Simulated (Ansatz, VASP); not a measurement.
## Cross-check of Ta2O5 between VASP and Ansatz

Wanted: the spread between two codes on one cell, functional and k mesh. The cell is taken from a series of runs on this material, whose earlier steps may have relaxed, scaled, displaced or heated it; both programs get it as it stands.

Calculated with Ansatz 0.2.0; plane waves, with VASP 6.6.1 beside it; single point at HSE06 with D3(BJ).

## (1) Starting point

The structure is orthorhombic, space group Pmmm (No. 47). Conventional cell: a = 3.663 Å, b = 3.853 Å, c = 6.431 Å, α = 90.00°, β = 90.00°, γ = 90.00°. Ta has 6 O at 1.93 to 2.17 Å nearest. Nearest to Ta lie 6 O at 1.83 to 2.06 Å. Nearest to O lie 3 Ta at 2.06 to 2.17 Å. Nearest to O lie 2 Ta at 1.93 Å. Nearest to O lie 2 Ta at 1.83 Å. Nearest to O lie 2 Ta at 1.93 Å. Farther neighbours and most contacts between anions are not listed.

Structure file:

```cif
data_structure
_symmetry_space_group_name_H-M 'Pmmm'
_symmetry_Int_Tables_number 47
_cell_length_a 3.6632
_cell_length_b 3.8534
_cell_length_c 6.4306
_cell_angle_alpha 90.000
_cell_angle_beta 90.000
_cell_angle_gamma 90.000
_cell_volume 90.77
loop_
_atom_site_label
_atom_site_type_symbol
_atom_site_symmetry_multiplicity
_atom_site_Wyckoff_symbol
_atom_site_fract_x
_atom_site_fract_y
_atom_site_fract_z
_atom_site_occupancy
Ta1 Ta 1 d 0.50000 0.00000 0.50000 1
Ta2 Ta 1 a 0.00000 0.00000 0.00000 1
O1 O 2 q 0.00000 0.00000 0.32038 1
O2 O 1 h 0.50000 0.50000 0.50000 1
O3 O 1 b 0.50000 0.00000 0.00000 1
O4 O 1 e 0.00000 0.50000 0.00000 1
```

## (2) Ansatz: single point, HSE06 with D3(BJ)

Ansatz runs on PAW files that the input asks for by source.

With cell and atoms fixed, the geometry can't cause a difference; cores, projectors, grids and the points listed under the comparison can.

input.yaml

```yaml
crystal:
  lattice:
    - [3.6632047134, 0.0, 0.0]
    - [0.0, 3.8533710757, 0.0]
    - [0.0, 0.0, 6.4306214859]
  atoms:
    - { symbol: Ta, position: [0.5, 0.0, 0.5] }
    - { symbol: Ta, position: [0.0, 0.0, 0.0] }
    - { symbol: O, position: [0.0, 0.0, 0.3203777979] }
    - { symbol: O, position: [0.0, 0.0, 0.6796222021] }
    - { symbol: O, position: [0.5, 0.5, 0.5] }
    - { symbol: O, position: [0.5, 0.0, 0.0] }
    - { symbol: O, position: [0.0, 0.5, 0.0] }
kpoints:
  mp_grid: { grid: [4, 4, 2] }
hamiltonian:
  xc: hse06
  pseudopotentials: { kind: paw, source: ansatz }
  dispersion: d3bj
scf:
  occupations: { method: fixed }
  n_extra_bands: 6
  lower_state_search: "off"
  convergence: { dr2_threshold: 1.0e-09 }
output:
  eigenvalues: true
```

On the command line:

```console
$ ansatz run input.yaml --threads 4 --pin off --max-ram 18432MiB --backend cpu --events-out ev --progress --plain --runs-dir out
```

Numbers of over 12 decimals in the logs are rounded to 6 here.

The log of the run:

```text
scf.n_extra_bands = 6 over 42 filled bands (N_el = 84.0): the run solves 48 bands
Engine: ansatz 0.2.0, aarch64-unknown-linux-gnu
Pseudopotentials: kind: paw
Pseudopotential: Ta, paw, valence charge 27, recommended cutoff 520 eV (normal), Ta.paw.azcp
Pseudopotential: O, paw, valence charge 6, recommended cutoff 930 eV (normal), O.paw.azcp
Functional definition: HSE06
  parameter a = 0.25
  parameter omega = 0.11/bohr
  exchange = pbe_x - a*pbe_x_sr(omega) + a*exact_x_sr(omega)
  correlation = pbe_c
davidson cushion auto → on  (no smearing: the cushion is to keep the highest requested band from converging to the state above it; pin scf.eigensolver.cushion to override)
Crystal: 7 atoms, lattice volume = 90.773 Å³
Basis set: ecut = 930 eV, 5839 PW (Γ)
Bands: 48, of which v1, the nominal top of the filled ones, is band 42 counted from 1 (41 counted from 0)
Symmetry: 8 space group operations
Space group: Pmmm (ITA 47), of the structure as read, at distance tolerance 4.5e-5 Å
k-points: 18 of 32
Non-local potential: Ta, projectors of the file, l = 0: 3, l = 1: 3, l = 2: 2, l = 3: 3
Non-local potential: O, projectors of the file, l = 0: 2, l = 1: 2, l = 2: 1
PAW form: soft (Blöchl's): semilocal exchange-correlation on the pseudo side does not see the compensation charge
PAW frozen core: Ta, regenerated for the run's functional, and the local potential with it (the file was generated under x = pbe(κ = 0.804, μ = 0.219515), c = pbe(β = 0.066725))
PAW frozen core: O, regenerated for the run's functional, and the local potential with it (the file was generated under x = pbe(κ = 0.804, μ = 0.219515), c = pbe(β = 0.066725))
PAW one-centre angular grid: Ta, 590 points (default); XC on 143 of its mesh's 597 points in the sphere
PAW one-centre angular grid: O, 110 points (default); XC on 64 Gauss nodes
Initial density: superposition of atomic densities (chi_scale 0.1, normalization cell, long waves kept (reshape's long-wave potential 0.03 eV rms))
Initial wavefunctions: pseudopotential atomic-orbital guess
Functional: x = pbe(κ = 0.804, μ = 0.219515), c = pbe(β = 0.066725), warm-up for x = pbe(κ = 0.804, μ = 0.219515) + 0.25 (exact − pbe) at short range (hse, ω = 0.207870 Å⁻¹), c = pbe(β = 0.066725); HSE06 as pw.x's `hse` composes it (authors' and Libxc's form: `xc: wpbeh`)
SCF iter   1: F=—  HF=-36408.967209 eV  |F-HF|=—  |Δ(HF+E_count)|=         —  Δρ=8.31e-2  dr2=5.22e0  ethr=1.00e-1  ⟨swp⟩=3.8  Hψ=2471  notcnv=0
preconditioner: auto → none  [insulator: Δε(μ)=1.575 eV  Ē_g=20.390 eV  n_scr=36 (ndim 8)  ℏωp=34.9 eV  f_vac=0.095]
SCF iter   2: F=—  HF=-36407.379986 eV  |F-HF|=—  |Δ(HF+E_count)|=    1.59e0  Δρ=3.63e-2  dr2=8.64e-1  ethr=6.21e-3  ⟨swp⟩=3.5  Hψ=2441  notcnv=0  defer=1
SCF iter   3: F=—  HF=-36407.328969 eV  |F-HF|=—  |Δ(HF+E_count)|=   5.10e-2  Δρ=2.29e-2  dr2=4.88e-1  ethr=1.03e-3  ⟨swp⟩=3.1  Hψ=2342  notcnv=0
iter 4 solved again at ethr=4.42e-5 eV; its pass at ethr=5.81e-4 eV (dr2=3.71e-2 eV) is discarded
SCF iter   4: F=—  HF=-36407.230527 eV  |F-HF|=—  |Δ(HF+E_count)|=   9.84e-2  Δρ=9.65e-3  dr2=3.72e-2  ethr=4.42e-5  ⟨swp⟩=2.1  Hψ=4009  notcnv=0
SCF iter   5: F=—  HF=-36407.232620 eV  |F-HF|=—  |Δ(HF+E_count)|=   2.09e-3  Δρ=4.00e-3  dr2=1.22e-2  ethr=4.42e-5  ⟨swp⟩=3.0  Hψ=2260  notcnv=0
SCF iter   6: F=—  HF=-36407.231724 eV  |F-HF|=—  |Δ(HF+E_count)|=   8.96e-4  Δρ=1.56e-3  dr2=1.51e-3  ethr=1.45e-5  ⟨swp⟩=3.0  Hψ=2138  notcnv=0
SCF iter   7: F=—  HF=-36407.231935 eV  |F-HF|=—  |Δ(HF+E_count)|=   2.11e-4  Δρ=8.27e-4  dr2=3.88e-4  ethr=1.79e-6  ⟨swp⟩=3.0  Hψ=2206  notcnv=0
SCF iter   8: F=—  HF=-36407.231897 eV  |F-HF|=—  |Δ(HF+E_count)|=   3.82e-5  Δρ=2.28e-4  dr2=1.94e-5  ethr=4.61e-7  ⟨swp⟩=3.1  Hψ=2093  notcnv=0
SCF iter   9: F=-36407.231910 eV  HF=-36407.231912 eV  |F-HF|=2.67e-6  |Δ(HF+E_count)|=   1.53e-5  Δρ=7.23e-5  dr2=3.29e-6  ethr=2.32e-8  ⟨swp⟩=3.4  Hψ=2580  notcnv=0
SCF 1 stopped early in 9 iterations: F = -36407.231910 eV  dr2 = 3.29e-6
  greatest PAW one-centre occupation: 0.998 electrons in one spin orbital (limit 2), on the Ta atom at site 0 (counted from 0), in its partial waves of l = 3
Initial density: handed on by an earlier stage of this run
Initial wavefunctions: those handed on with the density
Functional: x = pbe(κ = 0.804, μ = 0.219515) + 0.25 (exact − pbe) at short range (hse, ω = 0.207870 Å⁻¹), c = pbe(β = 0.066725); HSE06 as pw.x's `hse` composes it (authors' and Libxc's form: `xc: wpbeh`)
Exchange kernel: α = 0.2500, screened, ω = 0.2079 Å⁻¹, Wigner–Seitz truncation, v(0) = 1017.9516 eV·Å³, q-mesh 4×4×2, nearest image of the exchange supercell L = 12.86 Å, pair-density grid 24×25×45, without the augmentation charges, whose exchange is taken in its separable form by FFT convolution over the k-point mesh (sized by the pseudopotential files, 40×40×64 at the most), smooth part of the exact exchange by density-matrix convolution
Frozen-core exchange: fock
[...]
preconditioner: auto → none  [insulator: Δε(μ)=2.107 eV  Ē_g=22.763 eV  n_scr=36 (ndim 8)  ℏωp=34.9 eV  f_vac=0.171]
[...]
SCF 2 stopped early in 8 iterations: F = -36406.679763 eV  dr2 = 1.25e-5
hybrid outer 1: dexx = +4.862e-2 eV, tail = 5.33e-3 eV
Exchange kernel: α = 0.2500, screened, ω = 0.2079 Å⁻¹, Wigner–Seitz truncation, v(0) = 1017.9516 eV·Å³, q-mesh 4×4×2, nearest image of the exchange supercell L = 12.86 Å, pair-density grid 24×25×45, without the augmentation charges, whose exchange is taken in its separable form by FFT convolution over the k-point mesh (sized by the pseudopotential files, 40×40×64 at the most), smooth part of the exact exchange by density-matrix convolution
Frozen-core exchange: fock
[...]
preconditioner: auto → none  [insulator: Δε(μ)=1.587 eV  Ē_g=20.841 eV  n_scr=36 (ndim 8)  ℏωp=33.5 eV  f_vac=0.173]
iter 2 solved again at ethr=2.42e-9 eV; its pass at ethr=8.01e-8 eV (dr2=2.03e-6 eV) is discarded
SCF iter   2: F=—  HF=-36406.676812 eV  |F-HF|=—  |Δ(HF+E_count)|=   1.45e-5  Δρ=6.10e-5  dr2=3.35e-6  ethr=2.42e-9  ⟨swp⟩=3.0  Hψ=4586  notcnv=0
SCF iter   3: F=—  HF=-36406.676823 eV  |F-HF|=—  |Δ(HF+E_count)|=   1.18e-5  Δρ=5.73e-5  dr2=2.32e-6  ethr=2.41e-9  ⟨swp⟩=3.7  Hψ=2616  notcnv=0  defer=1
SCF iter   4: F=—  HF=-36406.676823 eV  |F-HF|=—  |Δ(HF+E_count)|=   5.99e-7  Δρ=1.67e-5  dr2=2.82e-7  ethr=2.41e-9  ⟨swp⟩=3.0  Hψ=2136  notcnv=0
SCF iter   5: F=-36406.676823 eV  HF=-36406.676823 eV  |F-HF|=1.28e-8  |Δ(HF+E_count)|=   7.66e-8  Δρ=5.15e-6  dr2=8.12e-8  ethr=2.57e-10  ⟨swp⟩=3.2  Hψ=2191  notcnv=0
SCF 3 stopped early in 5 iterations: F = -36406.676823 eV  dr2 = 8.12e-8
hybrid outer 2: dexx = +1.182e-5 eV, tail = 1.50e-6 eV, Δε = 1.30e-2 eV (about 1.03e-3 eV left of the loop's levels)
Exchange kernel: α = 0.2500, screened, ω = 0.2079 Å⁻¹, Wigner–Seitz truncation, v(0) = 1017.9516 eV·Å³, q-mesh 4×4×2, nearest image of the exchange supercell L = 12.86 Å, pair-density grid 24×25×45, without the augmentation charges, whose exchange is taken in its separable form by FFT convolution over the k-point mesh (sized by the pseudopotential files, 40×40×64 at the most), smooth part of the exact exchange by density-matrix convolution
Frozen-core exchange: fock
SCF iter   1: F=—  HF=-36406.676821 eV  |F-HF|=—  |Δ(HF+E_count)|=         —  Δρ=8.32e-6  dr2=5.42e-8  ethr=8.96e-9  ⟨swp⟩=2.4  Hψ=1916  notcnv=0
preconditioner: auto → none  [insulator: Δε(μ)=1.591 eV  Ē_g=20.843 eV  n_scr=36 (ndim 8)  ℏωp=33.5 eV  f_vac=0.173]
iter 2 solved again at ethr=3.80e-12 eV; its pass at ethr=4.99e-11 eV (dr2=3.19e-9 eV) is discarded
SCF iter   2: F=—  HF=-36406.676821 eV  |F-HF|=—  |Δ(HF+E_count)|=   1.08e-8  Δρ=2.74e-6  dr2=3.93e-9  ethr=3.80e-12  ⟨swp⟩=3.0  Hψ=4277  notcnv=0
SCF iter   3: F=—  HF=-36406.676821 eV  |F-HF|=—  |Δ(HF+E_count)|=   6.08e-9  Δρ=1.98e-6  dr2=1.09e-9  ethr=3.77e-12  ⟨swp⟩=3.9  Hψ=2276  notcnv=0  defer=2
SCF iter   4: F=-36406.676821 eV  HF=-36406.676821 eV  |F-HF|=9.46e-11  |Δ(HF+E_count)|=  2.91e-10  Δρ=7.78e-7  dr2=2.37e-10  ethr=1.66e-12 (applied; sched 1.21e-12)  ⟨swp⟩=3.1  Hψ=2075  notcnv=0
SCF 4 converged in 4 iterations: F = -36406.676821 eV  dr2 = 2.37e-10
hybrid outer 3: dexx = +9.068e-9 eV, tail = 8.87e-10 eV, Δε = 4.09e-4 eV (about 4.17e-5 eV left of the loop's levels)
hybrid SCF converged: 3 outer / 17 inner (+9 warm-up), last move |dexx| = 9.07e-9 eV, tail = 8.87e-10 eV
Stability not checked: this state was not tested for a lower state beside it, because the functional holds exact exchange (a hybrid, or Hartree-Fock), whose exchange loop this test does not read (fock_operator; see scf.lower_state_search)
Free energy (F): -36406.676821 eV
Frozen-core exchange: fock
Harris-Foulkes:  -36406.676821 eV  (|F-HF|=9.46e-11)
Internal energy: -36406.676821 eV  (E = F + TS)
E sigma→0 (E₀):  -36406.676821 eV
Fermi energy:    9.530151 eV
--- Per-component energies (eV) ---
  E_band       = -912.155987
  E_kinetic    = 2196.435424
  E_local      = -24742.388377  (includes V_loc(G=0)·N_el)
  E_nonlocal   = 5354.047268
  E_hartree    = 8501.271503
  E_xc         = -1292.809951
  E_vxc        = -914.016457  (∫ρ·V_xc dr)
  E_exx        = -344.420254  (= α·E_x^exact, valence–valence)
  E_paw        = -15427.914518  (= ΣΔE_a)
  E_vpaw       = 880.063602  (= ΣTr[D̂ρ^β])
  E_aug_tail   = -0.000006  (compensation charges beyond the density's cutoff)
  E_ewald      = -10650.301965
  E_disp       = -1.663486  (pairwise vdW)
  E_core_change = 1.067541  (= ΣΔE_core)
  E_smearing   = -0.000000  (= −TS)
  E_closure    = 0.000000  (closes the sum)
  Σ components = -36406.676821   (vs F -36406.676821, Δ=-7.28e-12)
--- Band table (eV; the first three rows and the last of 18) ---
  k-point 0: bands = [... 38 lower, 7.8468, 8.5473, 8.6282, 8.7744, 11.4229, 11.7377, 12.1183, 13.1748, ... 2 higher]
  k-point 1: bands = [... 38 lower, 7.3219, 8.1829, 8.6107, 8.7720, 11.7498, 12.1264, 12.3619, 13.3532, ... 2 higher]
  k-point 2: bands = [... 38 lower, 7.2272, 7.9685, 8.0387, 8.4373, 11.5942, 13.2123, 13.4652, 13.5988, ... 2 higher]
  k-point 17: bands = [... 38 lower, 6.0735, 6.9444, 8.5427, 9.5302, 11.9978, 14.2372, 14.7076, 15.5215, ... 2 higher]
```

## (3) VASP: single point, HSE06 with D3(BJ)

The same cell, functional and mesh now go to VASP, with its own data sets.

Lines of VASP's logs that name or quote its potential files are left out, and so is its time.

The run reads the wave functions of an earlier VASP run, which isn't shown here.

INCAR

```
SYSTEM = Ta2O5
PREC = Accurate
ENCUT = 520
EDIFF = 1E-06
NELM = 100
ISMEAR = 0
SIGMA = 0.01
LREAL = .FALSE.
ALGO = Normal
LHFCALC = .TRUE.
AEXX = 0.25
GGA = PE
HFSCREEN = 0.208
IVDW = 12
VDW_S6 = 1
VDW_S8 = 2.31
VDW_A1 = 0.383
VDW_A2 = 5.685
LASPH = .TRUE.
NBANDS = 33
PRECFOCK = Fast
LORBIT = 11
LWAVE = .FALSE.
LCHARG = .FALSE.
KPAR = 4
NCORE = 2
ISIF = 2
```

POSCAR

```
Ta2O5
1.0
    3.6632047134      0.0000000000      0.0000000000
    0.0000000000      3.8533710757      0.0000000000
    0.0000000000      0.0000000000      6.4306214859
Ta O
2 5
Direct
    0.5000000000      0.0000000000      0.5000000000
    0.0000000000      0.0000000000      0.0000000000
    0.0000000000      0.0000000000      0.3203777979
    0.0000000000      0.0000000000      0.6796222021
    0.5000000000      0.5000000000      0.5000000000
    0.5000000000      0.0000000000      0.0000000000
    0.0000000000      0.5000000000      0.0000000000
```

KPOINTS

```
Automatic mesh
0
Gamma
4 4 2
0 0 0
```

The projector-augmented-wave data sets are Ta_pv and O (PBE family, release 64).

On the command line:

```console
$ mpirun -np 8 vasp_std
```

The log of the run:

```text
[banner, memory and clock lines left out]
running    8 mpi-ranks, on    1 nodes
 distrk:  each k-point on    2 cores,    4 groups
 distr:  one band on    2 cores,    1 groups

 POSCAR found type information on POSCAR TaO
 POSCAR found :  2 types and       7 ions
 LDA part: xc-table for (Slater+PW92), standard interpolation
 found WAVECAR, reading the header
 POSCAR, INCAR and KPOINTS ok, starting setup
 FFT: planning ... GRIDC
 FFT: planning ... GRID_SOFT
 FFT: planning ... GRID
 reading WAVECAR
 the WAVECAR file was read successfully
 initial charge from wavefunction
 entering main loop
       N       E                     dE             d eps       ncg     rms          rms(c)
DAV:   1    -0.802899730324E+02   -0.80290E+02   -0.15848E+00  1251   0.946E+00    0.370E+00
DAV:   2    -0.802254000393E+02    0.64573E-01   -0.22678E-01  1288   0.386E+00    0.182E+00
DAV:   3    -0.802192933785E+02    0.61067E-02   -0.45285E-02  1360   0.143E+00    0.859E-01
DAV:   4    -0.802163885876E+02    0.29048E-02   -0.86177E-03  1330   0.599E-01    0.426E-01
DAV:   5    -0.802159006646E+02    0.48792E-03   -0.31216E-03  1318   0.310E-01    0.219E-01
DAV:   6    -0.802158059844E+02    0.94680E-04   -0.17605E-04  1385   0.100E-01    0.117E-01
DAV:   7    -0.802157767614E+02    0.29223E-04   -0.57826E-05  1369   0.531E-02    0.651E-02
DAV:   8    -0.802157737381E+02    0.30233E-05   -0.11269E-05  1389   0.259E-02    0.381E-02
DAV:   9    -0.802157733101E+02    0.42798E-06   -0.43322E-06  1293   0.162E-02
   1 F= -.81878904E+02 E0= -.81878904E+02  d E =-.488855E-60
```

(Continued in part 2 of 2.)

[Lines on the potential files, build, host, timing and source positions are cut from VASP's logs without a mark.]

[Logs are printed without paths, hosts, clocks, repeated set-up lines and the standing remarks that a program may print on its own settings, such as how far it seeks lower states.]

[Hosts, paths, dates, database ids (printed as entryN), source tags and the programs' standing remarks are cut or masked in the printed files.]
